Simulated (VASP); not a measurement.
# C (P6_3/mmc) in VASP: further runs

One crystal, C, is run at these levels: RPBE, PBEsol, LDA; tasks: relaxation of cell and atoms.

All numbers are computed with VASP 6.6.1; they aren't measurements. Logs are shortened: lines on timing, memory, paths and dates and some standing lists are left out, and cuts for length are marked.

### Step 1. Starting point

Symmetry: P6_3/mmc, No. 194, hexagonal system. Conventional cell: a = 2.478 Å, b = 2.478 Å, c = 9.026 Å, α = 90.00°, β = 90.00°, γ = 120.00°. C (site symmetry -6m2) is surrounded by 3 C at 1.43 Å. C (site symmetry -6m2) is surrounded by 3 C at 1.43 Å.

### Step 2. Relaxation of cell and atoms, RPBE

The input, INCAR:

```
SYSTEM = C
PREC = Accurate
ENCUT = 600
EDIFF = 1E-7
ISMEAR = 0
SIGMA = 0.03
LREAL = .False.
LASPH = .True.
NELM = 80
ALGO = Normal
ISIF = 3
LWAVE = .False.
LCHARG = .False.
GGA = RP
IBRION = 2
NSW = 90
EDIFFG = -0.005
```

The input, KPOINTS:

```
Automatic mesh
0
Gamma
  12 12 4
  0 0 0
```

The input, POSCAR:

```
C                                       
1.0
    2.4776596225      0.0000000000     -0.0000000000
   -1.2388298112      2.1457161753      0.0000000000
   -0.0000000000      0.0000000000      9.0259031167
  C             
     4
Direct
     0.0000000000000000    0.0000000000000000    0.2500000000000000
     0.0000000000000000    0.0000000000000000    0.7500000000000000
     0.3333333300000021    0.6666666699999979    0.2500000000000000
     0.6666666699999979    0.3333333300000021    0.7500000000000000
```

Potentials or basis: VASP PAW PBE potentials, release 64 (C).

Launch:

```sh
cat potpaw_PBE.64/C/POTCAR > POTCAR
mpirun -np 1 vasp_std > vasp.out
```

OUTCAR:

```text
SYSTEM = C
   PREC = Accurate
   ENCUT = 600
   EDIFF = 1E-7
   ISMEAR = 0
   LREAL = .False.
   LASPH = .True.
   NELM = 80
   ISIF = 3
   GGA = RP
   IBRION = 2
   NSW = 90
   EDIFFG = -0.005

 ion  position               nearest neighbor table
   1  0.000  0.000  0.250-   3 1.43   3 1.43   3 1.43
   2  0.000  0.000  0.750-   4 1.43   4 1.43   4 1.43
   3  0.333  0.667  0.250-   1 1.43   1 1.43   1 1.43
   4  0.667  0.333  0.750-   2 1.43   2 1.43   2 1.43

  LATTYP: Found a hexagonal cell.
 ALAT       =     2.4776596225
 C/A-ratio  =     3.6429148842

  Lattice vectors:

 A1 = (   2.4776596225,   0.0000000000,   0.0000000000)
 A2 = (  -1.2388298112,   2.1457161753,   0.0000000000)
 A3 = (   0.0000000000,   0.0000000000,   9.0259031167)

Analysis of symmetry for initial positions (statically):
=====================================================================
 Subroutine PRICEL returns:
 Original cell was already a primitive cell.

 Routine SETGRP: Setting up the symmetry group for a
 hexagonal supercell.

 Subroutine GETGRP returns: Found 24 space group operations
 (whereof 12 operations were pure point group operations)
 out of a pool of 24 trial point group operations.

The static configuration has the point symmetry D_3d.
 The point group associated with its full space group is D_6h.

Analysis of symmetry for dynamics (positions and initial velocities):
=====================================================================
 Subroutine PRICEL returns:
 Original cell was already a primitive cell.

 Routine SETGRP: Setting up the symmetry group for a
 hexagonal supercell.

 Subroutine GETGRP returns: Found 24 space group operations
 (whereof 12 operations were pure point group operations)
 out of a pool of 24 trial point group operations.

The dynamic configuration has the point symmetry D_3d.
 The point group associated with its full space group is D_6h.

 Subroutine INISYM returns: Found 24 space group operations
 (whereof 12 operations are pure point group operations),
 and found     1 'primitive' translations

----------------------------------------------------------------------------------------

                                     Primitive cell

  volume of cell :      47.9849

  direct lattice vectors                    reciprocal lattice vectors
     2.477659623  0.000000000  0.000000000     0.403606690  0.233022431  0.000000000
[... 112 lines left out ...]
  Fermi-wavevector in a.u.,A,eV,Ry     =   1.135220  2.145254 17.534155  1.288724
  Thomas-Fermi vector in A             =   2.271924
   LORBIT       =      0    0 simple, 1 ext, 2 COOP (PROOUT), +10 PAW based schemes
   GGA     = RP    functional components
   LHFCALC =     F    Hartree Fock is set to
   AEXX    =    0.0000 exact exchange contribution
   IVDW    =     0    specifies the selected vdW correction
   LEPSILON=     F    determine dielectric tensor
   LRPA    =     F    only Hartree local field effects (RPA)
 conjugate gradient relaxation of ions
 non-spin polarized calculation
 Gauss-broadening in eV      SIGMA  =   0.03
  energy-cutoff  :      600.00
  volume of cell :       47.98
 maximum number of plane-waves:      1638
 NGX is ok and might be reduce to    20
   NGX =  9   NGY =  9   NGZ = 37

--------------------------------------- Ionic step        1  -------------------------------------------

 number of electron      16.0000001 magnetization

 Free energy of the ion-electron system (eV)
  ---------------------------------------------------
  ext. energy  EPLUGINS =         0.00000000
  ---------------------------------------------------
  free energy    TOTEN  =       -35.28524262 eV

  energy without entropy =      -35.28464945  energy(sigma->0) =      -35.28494603

------------------------ aborting loop because EDIFF is reached ----------------------------------------

  FORCE on cell =-STRESS in cart. coord.  units (eV):
  Direction    XX          YY          ZZ          XY          YZ          ZX
  --------------------------------------------------------------------------------------
  -------------------------------------------------------------------------------------
  Total       -0.0468122     -0.0468122     -0.0167329     -0.0000000      0.0000000      0.0000000
  in kB       -1.5630203     -1.5630203     -0.5586989     -0.0000000      0.0000000      0.0000000
  external PRESSURE =      -1.2282465 kB  Pullay stress =       0.0000000 kB
[... 63 lines left out ...]
--------------------------------------- Ionic step        3  -------------------------------------------

 number of electron      16.0000001 magnetization

 Free energy of the ion-electron system (eV)
  ---------------------------------------------------
  ext. energy  EPLUGINS =         0.00000000
  ---------------------------------------------------
  free energy    TOTEN  =       -35.28525300 eV

  energy without entropy =      -35.28465984  energy(sigma->0) =      -35.28495642

 E-fermi :   2.4536     XC(G=0):  -8.1458

 val. band max:        2.4534821934   @ k =   0.3333   0.3333   0.0000
 cond. band min:       2.4536526143   @ k =   0.3333   0.3333   0.2500
 fundamental gap:      0.0001704209
 Fermi energy:         2.4535993035

 k-point     1 :       0.0000    0.0000    0.0000
  band No.  band energies     occupation
      1     -17.0484      2.00000
      2     -17.0290      2.00000
      3      -5.2178      2.00000
      4      -4.9007      2.00000
      5      -0.5829      2.00000
      6      -0.5829      2.00000
      7      -0.5823      2.00000
      8      -0.5823      2.00000
      9       5.6245      0.00000
     10       8.4516      0.00000
     11      10.6855      0.00000
     12      10.6859      0.00000
[... 331 lines left out ...]
 k-point    24 :       0.3333    0.0000    0.2500
  band No.  band energies     occupation
      1     -14.4753      2.00000
      2     -14.4645      2.00000
      3      -7.1816      2.00000
      4      -7.1770      2.00000
      5      -3.2988      2.00000
      6      -3.2976      2.00000
      7      -2.1989      2.00000
      8      -2.0161      2.00000
      9       7.2900      0.00000
     10       7.3694      0.00000
     11       9.2815      0.00000
     12       9.9796      0.00000

 [... further k-points ...]

------------------------ aborting loop because EDIFF is reached ----------------------------------------

  FORCE on cell =-STRESS in cart. coord.  units (eV):
  Direction    XX          YY          ZZ          XY          YZ          ZX
  --------------------------------------------------------------------------------------
  -------------------------------------------------------------------------------------
  Total        0.0063354      0.0063354     -0.0195637      0.0000000      0.0000000      0.0000000
  in kB        0.2116347      0.2116347     -0.6535223      0.0000000      0.0000000      0.0000000
  external PRESSURE =      -0.0767510 kB  Pullay stress =       0.0000000 kB
[... 19 lines left out ...]
  FREE ENERGIE OF THE ION-ELECTRON SYSTEM (eV)
  ---------------------------------------------------
  free  energy   TOTEN  =       -35.2852530017 eV

  energy  without entropy=      -35.2846598369  energy(sigma->0) =      -35.28495642

 reached required accuracy - stopping structural energy minimisation
```

CONTCAR:

```text
C
   1.00000000000000
     2.4771659311271326   -0.0000000000000115    0.0000000000000000
    -1.2385829655135863    2.1452886260293034   -0.0000000000000000
     0.0000000000000000    0.0000000000000000    9.0252602546543503
  C
     4
Direct
     0.0000000000000000    0.0000000000000000    0.2500000000000000
     0.0000000000000000    0.0000000000000000    0.7500000000000000
     0.3333333300000021    0.6666666699999979    0.2500000000000000
     0.6666666699999979    0.3333333300000021    0.7500000000000000

  0.00000000E+00  0.00000000E+00  0.00000000E+00
  0.00000000E+00  0.00000000E+00  0.00000000E+00
  0.00000000E+00  0.00000000E+00  0.00000000E+00
  0.00000000E+00  0.00000000E+00  0.00000000E+00
```

Wall time 30 s (1 thread of Intel Xeon 6975P-C (Granite Rapids), shared host); peak memory 0.17 GiB.

What came out:

| Item | Value |
| --- | --- |
| Free energy | -35.2853 eV |
| Relaxed volume | 11.99 Å³/atom |
| Relaxed cell | a = 2.477 Å, b = 2.477 Å, c = 9.025 Å, α = 90.00°, β = 90.00°, γ = 120.00° |
| Space group after relaxing (to 0.05 Å) | P6_3/mmc (No. 194) |
| Energy gained by relaxing | 0.0 meV/atom |
| Ionic steps | 3 |
| Pressure after relaxing | 0.0 GPa |
| Band gap on the k mesh | none (metal or under the smearing width) |

Final structure:
```cif
data_structure
_symmetry_space_group_name_H-M 'P 1'
_symmetry_Int_Tables_number 1
_cell_length_a 2.4772
_cell_length_b 2.4772
_cell_length_c 9.0253
_cell_angle_alpha 90.000
_cell_angle_beta 90.000
_cell_angle_gamma 120.000
_cell_volume 47.96
loop_
_atom_site_label
_atom_site_type_symbol
_atom_site_fract_x
_atom_site_fract_y
_atom_site_fract_z
_atom_site_occupancy
C1 C 0.00000 0.00000 0.25000 1
C2 C 0.00000 0.00000 0.75000 1
C3 C 0.33333 0.66667 0.25000 1
C4 C 0.66667 0.33333 0.75000 1
```

Caveat: the PAW data sets were made with another functional, which shifts forces and pressure a little; this functional lacks dispersion, which binds the layers, so the pressure and a relaxed spacing across them are unreliable.

### Step 3. Relaxation of cell and atoms, PBEsol

This run uses another cell than the first one, of 10.28 Å³/atom, 0.857 times its volume.

The input, INCAR:

```
SYSTEM = C
PREC = Accurate
ENCUT = 600
EDIFF = 1E-6
ISMEAR = 0
SIGMA = 0.03
LREAL = .False.
LASPH = .True.
NELM = 80
ALGO = Normal
ISIF = 3
LWAVE = .False.
LCHARG = .False.
GGA = PS
IBRION = 2
NSW = 90
EDIFFG = -0.01
```

KPOINTS is that of step 2.

The input, POSCAR:

```
C
1.0
    2.4672912600      0.0000000000      0.0000000000
   -1.2336456300      2.1367369100      0.0000000000
    0.0000000000      0.0000000000      7.8030730000
C
4
Direct
    0.0000000000      0.0000000000      0.2500000000
    0.0000000000      0.0000000000      0.7500000000
    0.3333333300      0.6666666700      0.2500000000
    0.6666666700      0.3333333300      0.7500000000
```

Potentials or basis: VASP PAW PBE potentials, release 64 (C).

Launch:

```sh
cat potpaw_PBE.64/C/POTCAR > POTCAR
mpirun -np 1 vasp_std > vasp.out
```

Wall time 1.8 min (1 thread of Intel Xeon 6975P-C (Granite Rapids), shared host); peak memory 0.17 GiB.

Results (log left out):

```
Free energy                            : -38.5889 eV
Relaxed volume                         : 9.17 Å³/atom
Relaxed cell                           : a = 2.460 Å, b = 2.460 Å, c = 7.001 Å, α = 90.00°, β = 90.00°, γ = 120.00°
Space group after relaxing (to 0.05 Å) : P6_3/mmc (No. 194)
Energy gained by relaxing              : 3.4 meV/atom
Ionic steps                            : 16
Pressure after relaxing                : 0.0 GPa
Band gap on the k mesh                 : none (metal or under the smearing width)
```

The path:
```
step  energy change (eV)  largest force (eV/Å)  pressure (GPa)  volume (Å³)
   1              0.0000                0.0000           -2.27        41.14
   2              0.0100                0.0000            4.80        40.28
   3             -0.0024                0.0000           -0.17        40.87
   4             -0.0024                0.0000           -0.13        40.87
   5             -0.0027                0.0000           -0.09        40.80
   6             -0.0034                0.0000           -0.12        40.60
   7             -0.0049                0.0000           -0.11        40.20
   8             -0.0078                0.0000           -0.07        39.41
   9             -0.0126                0.0000            0.03        37.81
  10             -0.0051                0.0000            0.66        34.63
  11             -0.0135                0.0000            0.06        37.26
  12             -0.0127                0.0000            0.30        35.94
  13             -0.0138                0.0000            0.12        36.82
  14             -0.0138                0.0000            0.14        36.67
  15             -0.0018                0.0000           -5.14        37.10
  16             -0.0138                0.0000            0.02        36.68
```

Final structure:
```
CELL_PARAMETERS angstrom
2.45973 0.00000 0.00000
-1.22987 2.13019 0.00000
0.00000 0.00000 7.00121
ATOMIC_POSITIONS crystal
C 0.00000 0.00000 0.25000
C 0.00000 0.00000 0.75000
C 0.33333 0.66667 0.25000
C 0.66667 0.33333 0.75000
```

Levels at points of the mesh, in eV from the Fermi level:
```csv
k point,band 5,band 6,band 7,band 8,band 9,band 10,band 11,band 12
"(0.00, 0.00, 0.00)",-2.98,-2.98,-2.97,-2.97,3.72,8.34,8.34,8.38
"(0.50, 0.00, 0.00)",-6.41,-6.38,-2.69,-2.14,1.47,2.07,7.30,7.59
"(0.00, 0.00, 0.50)",-2.97,-2.97,-2.97,-2.97,6.06,6.06,8.36,8.36
"(0.50, 0.00, 0.50)",-6.39,-6.39,-2.37,-2.37,1.63,1.63,7.44,7.44
```

Caveat: the PAW data sets were made with another functional, which shifts forces and pressure a little; this functional lacks dispersion, which binds the layers, so the pressure and a relaxed spacing across them are unreliable.

### Step 4. Relaxation of cell and atoms, PBEsol

This run uses another cell than the first one, of 9.17 Å³/atom, 0.764 times its volume.

Changes to INCAR since step 3:

```diff
@@ -3,3 +3,3 @@
 ENCUT = 600
-EDIFF = 1E-6
+EDIFF = 1E-7
 ISMEAR = 0
@@ -16,2 +16,2 @@
 NSW = 90
-EDIFFG = -0.01
+EDIFFG = -0.005
```

KPOINTS is that of step 3.

The input, POSCAR:

```
C                                       
1.0
    2.4597335166      0.0000000000     -0.0000000000
   -1.2298667583      2.1301917122     -0.0000000000
    0.0000000000     -0.0000000000      7.0012062858
  C             
     4
Direct
     0.0000000000000000    0.0000000000000000    0.2500000000000000
     0.0000000000000000    0.0000000000000000    0.7500000000000000
     0.3333333300000021    0.6666666699999979    0.2500000000000000
     0.6666666699999979    0.3333333300000021    0.7500000000000000
```

Launch:

```sh
cat potpaw_PBE.64/C/POTCAR > POTCAR
mpirun -np 1 vasp_std > vasp.out
```

Wall time 20 s (1 thread of Intel Xeon 6975P-C (Granite Rapids), shared host); peak memory 0.15 GiB.

Results (log left out):

- Free energy: -38.5793 eV
- Relaxed volume: 9.17 Å³/atom
- Relaxed cell: a = 2.460 Å, b = 2.460 Å, c = 7.002 Å, α = 90.00°, β = 90.00°, γ = 120.00°
- Space group after relaxing (to 0.05 Å): P6_3/mmc (No. 194)
- Energy gained by relaxing: 0.0 meV/atom
- Ionic steps: 3
- Pressure after relaxing: 0.0 GPa
- Band gap on the k mesh: none (metal or under the smearing width)

Stress tensor (GPa, compression positive):
```
-0.02  0.00  0.00
 0.00 -0.02  0.00
 0.00  0.00  0.08
```

Final structure:
```
C
1.0
     2.46002    0.00000    0.00000
    -1.23001    2.13044    0.00000
     0.00000    0.00000    7.00168
C
4
Direct
  0.00000 0.00000 0.25000
  0.00000 0.00000 0.75000
  0.33333 0.66667 0.25000
  0.66667 0.33333 0.75000
```

Levels at points of the mesh, in eV from the Fermi level:
| k point | band 5 | band 6 | band 7 | band 8 | band 9 | band 10 | band 11 | band 12 |
| --- | --- | --- | --- | --- | --- | --- | --- | --- |
| (0.00, 0.00, 0.00) | -2.98 | -2.98 | -2.97 | -2.97 | 3.72 | 8.34 | 8.35 | 8.38 |
| (0.50, 0.00, 0.00) | -6.41 | -6.38 | -2.69 | -2.14 | 1.47 | 2.07 | 7.29 | 7.59 |
| (0.00, 0.00, 0.50) | -2.98 | -2.98 | -2.98 | -2.98 | 6.06 | 6.06 | 8.36 | 8.36 |
| (0.50, 0.00, 0.50) | -6.39 | -6.39 | -2.37 | -2.37 | 1.63 | 1.63 | 7.44 | 7.44 |

Caveat: the PAW data sets were made with another functional, which shifts forces and pressure a little; this functional lacks dispersion, which binds the layers, so the pressure and a relaxed spacing across them are unreliable.

### Step 5. Relaxation of cell and atoms, LDA

This run uses another cell than the first one, of 10.28 Å³/atom, 0.857 times its volume.

The input, INCAR:

```
SYSTEM = C
  ALGO = Normal
  EDIFF = 1E-6
  EDIFFG = -0.01
  ENCUT = 600
  GGA = CA
  IBRION = 2
  ISIF = 3
  ISMEAR = 0
  LASPH = .TRUE.
  LCHARG = .FALSE.
  LREAL = .FALSE.
  LWAVE = .FALSE.
  NELM = 80
  NSW = 90
  PREC = Accurate
  SIGMA = 0.03
```

The input, KPOINTS:

```
k-points
0
G
  12 12 4
  0 0 0
```

The input, POSCAR:

```
C
1.0
    2.4672912600      0.0000000000      0.0000000000
   -1.2336456300      2.1367369100      0.0000000000
    0.0000000000      0.0000000000      7.8030730000
C
4
Direct
    0.0000000000      0.0000000000      0.2500000000
    0.0000000000      0.0000000000      0.7500000000
    0.3333333300      0.6666666700      0.2500000000
    0.6666666700      0.3333333300      0.7500000000
```

Potentials or basis: VASP PAW LDA potentials, release 64 (C).

Launch:

```sh
cat potpaw_LDA.64/C/POTCAR > POTCAR
mpirun -np 1 vasp_std > vasp.out
```

It took 2 min on 1 thread of Intel Xeon Platinum 8488C (Sapphire Rapids), shared host; peak memory 0.15 GiB.

It converged, with:

```
Free energy                            : -40.4709 eV
Relaxed volume                         : 8.54 Å³/atom
Relaxed cell                           : a = 2.446 Å, b = 2.446 Å, c = 6.597 Å, α = 90.00°, β = 90.00°, γ = 120.00°
Space group after relaxing (to 0.05 Å) : P6_3/mmc (No. 194)
Energy gained by relaxing              : 19.6 meV/atom
Ionic steps                            : 15
Pressure after relaxing                : 0.0 GPa
Band gap on the k mesh                 : none (metal or under the smearing width)
```

Stress tensor (GPa, compression positive):
```
 0.02  0.00  0.00
 0.00  0.02  0.00
 0.00  0.00 -0.13
```

Step by step:
| step | energy change (eV) | largest force (eV/Å) | pressure (GPa) | volume (Å³) |
| --- | --- | --- | --- | --- |
| 1 | 0.0000 | 0.0000 | -6.58 | 41.14 |
| 2 | 0.0914 | 0.0000 | 15.40 | 38.67 |
| 3 | -0.0204 | 0.0000 | -0.61 | 40.39 |
| 4 | -0.0204 | 0.0000 | -0.49 | 40.37 |
| 5 | -0.0224 | 0.0000 | -0.51 | 40.19 |
| 6 | -0.0287 | 0.0000 | -0.51 | 39.63 |
| 7 | -0.0416 | 0.0000 | -0.57 | 38.52 |
| 8 | -0.0660 | 0.0000 | -0.52 | 36.29 |
| 9 | -0.0557 | 0.0000 | 0.84 | 31.84 |
| 10 | -0.0762 | 0.0000 | -0.36 | 34.90 |
| 11 | -0.0779 | 0.0000 | -0.09 | 33.74 |
| 12 | -0.0783 | 0.0000 | -0.15 | 34.07 |
| 13 | -0.0782 | 0.0000 | -0.19 | 34.19 |
| 14 | -0.0746 | 0.0000 | 3.19 | 33.88 |
| 15 | -0.0782 | 0.0000 | -0.03 | 34.18 |

Final structure:
```xyz
4
Lattice="2.4459 0.0000 0.0000 -1.2230 2.1182 0.0000 0.0000 0.0000 6.5969" Properties=species:S:1:pos:R:3 pbc="T T T"
C     0.0000    0.0000    1.6492
C     0.0000    0.0000    4.9477
C     0.0000    1.4121    1.6492
C     1.2230    0.7061    4.9477
```

Levels at points of the mesh, in eV from the Fermi level:
```
           k point  band 4  band 5  band 6  band 7  band 8  band 9  band 10  band 11  band 12
(0.00, 0.00, 0.00)   -6.58   -2.98   -2.98   -2.96   -2.96    3.97     8.45     8.45     8.51
(0.50, 0.00, 0.00)  -13.19   -6.45   -6.38   -2.86   -2.09    1.47     2.24     7.51     7.98
(0.00, 0.00, 0.50)   -7.81   -2.97   -2.97   -2.97   -2.97    6.77     6.77     8.48     8.48
(0.50, 0.00, 0.50)  -13.25   -6.42   -6.42   -2.39   -2.39    1.61     1.61     7.73     7.73
```

Caveat: the volume moved by over 15 % at a fixed basis, so the end points are rough.

### Step 6. Overview

```csv
level,potentials or basis,gap on the mesh (eV),pressure (GPa),relaxed volume (Å³/atom)
RPBE,"VASP PAW PBE potentials, release 64 (C)",none,0.0,11.99
PBEsol,"VASP PAW PBE potentials, release 64 (C)",none,0.0,9.17
LDA,"VASP PAW LDA potentials, release 64 (C)",none,0.0,8.54
```

Alike in all rows: task relaxation of cell and atoms; no spin polarisation; cell relaxed; k mesh 12 × 12 × 4; cutoff (eV) 600; smearing gaussian 0.03 eV.

Caveats: the PAW data sets were made with another functional, which shifts forces and pressure a little (some runs); this functional lacks dispersion, which binds the layers, so the pressure and a relaxed spacing across them are unreliable (some runs); the volume moved by over 15 % at a fixed basis, so the end points are rough (some runs).

Total energies depend on the potentials used, so only differences within one code and one set of settings carry meaning.
